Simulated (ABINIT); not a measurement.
Runs of ABINIT 10.8.3 (patched build) on AlN. Symmetry: P6_3mc, No. 186, hexagonal system. The conventional cell has a = 3.113 Å, b = 3.113 Å, c = 4.981 Å, α = 90.00°, β = 90.00°, γ = 120.00°. Al (site symmetry 3m) has 4 N at 1.89 Å as nearest neighbours. N (site symmetry 3m) is surrounded by 4 Al at 1.89 Å. 

| task | level | potentials or basis | k mesh | gap on the mesh (eV) | largest force (eV/Å) |
| --- | --- | --- | --- | --- | --- |
| single point | PBEsol | JTH PAW PBE v2.0 | 8 × 8 × 5 | 4.12 | 0.13 |
| single point | LDA | JTH PAW LDA v2.0 | 13 × 13 × 8 | (a) | 0.11 |
| band structure | rPW86PBE | JTH PAW PBE v2.0 | 10 × 10 × 6 | 4.38 | 0.12 |
| band structure | WC | JTH PAW PBE v2.0 | 10 × 10 × 6 | 4.12 | 0.13 |
| band structure | SOGGA | JTH PAW PBE v2.0 | 10 × 10 × 6 | 4.02 | (b) |

Alike in all rows: no spin polarisation; cell as given; cutoff (eV) 680; smearing fermi-dirac 0.05 eV.

Fill in the values left out.

(a) 4.23; (b) 0.14.

Caveats: the PAW data sets were made with another functional, which shifts forces and pressure a little (some runs); an odd mesh through Γ misses points on the zone boundary, where band edges often lie (some runs).

Runs at the PBE level aren't shown here.
